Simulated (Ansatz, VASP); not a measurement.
# One calculation of HfO2, two programs

```
Hf O
1.0
     3.21641    0.00000    0.00000
    -1.60821    2.78549    0.00000
     0.00000    0.00000    4.90972
Hf O
1 2
Direct
  0.00000 0.00000 0.00000
  0.33333 0.66667 0.19668
  0.66667 0.33333 0.80332
```

Alike in both runs: functional PBEsol; k mesh 12 × 12 × 6; occupations gaussian, width 0.05 eV; no spin polarisation.

Ansatz relaxed the structure, and its values are those at the end. VASP's run is a single point on that final structure, the one shown.

```csv
,VASP,Ansatz
version,VASP 6.6.1,Ansatz 0.2.0
potentials or method,"VASP PAW PBE potentials, release 64 (Hf_pv, O)","scalar-relativistic, plane waves, PAW"
plane-wave cutoff (eV),520,420
valence electrons in the cell,22,38
```

Ansatz gave:

- gap on the k mesh at the Fermi level (eV): 4.65
- least direct gap on the mesh (eV): 4.95
- pressure (GPa): 0.4
- rms of the force components (eV/Å): 0.001

Task: What did VASP give for the same quantities?

Result: gap on the k mesh at the Fermi level (eV): 4.68; least direct gap on the mesh (eV): 4.97; pressure (GPa): -1.8; rms of the force components (eV/Å): 0.091.

The two sets of potentials don't hold the same shells in valence.

Caveats: the PAW data sets were made with another functional, which shifts forces and pressure a little (VASP); spin-orbit coupling is left out, which moves the levels of the heavy elements. A k mesh can miss the band edges.
